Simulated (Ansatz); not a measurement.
The parent structure is CsPbI₃ in the cubic perovskite structure (space group Pm-3m, No. 221; a = 6.247 Å).

Method: Ansatz (a first-principles code) PBEsol, spin-orbit coupling left out.

One change was made to it. Results:

The band gap goes from 1.19 eV to zero; the density goes up by 4.80 g/cm³ to 9.71 g/cm³.

Q: What was done to the base?
(A) pressure 18 GPa
(B) pressure 9 GPa
(C) pressure 60 GPa

A: C, pressure 60 GPa. For comparison, the density in the other runs: pressure 9 GPa gives 6.44 g/cm³; pressure 18 GPa gives 7.32 g/cm³.

The mesh was chosen for an insulator and is coarse for the gapless case. Spin-orbit coupling, missing from the scalar runs, can matter with I and Pb. Load acts through the strain it causes; cell and atoms are relaxed under it. Stability against distortions was not tested. No other phases were tried under pressure. The final runs are not spin-polarised. Many cubic perovskites are stable only at high temperature; tilts and polar distortions were not tested. This is not the structure that CsPbI3 has at room temperature and ambient pressure. The zero or small gap of CsPbI3 under pressure 60 GPa, CsPbI3 under pressure 9 GPa and CsPbI3 under pressure 18 GPa can change with the level of theory.
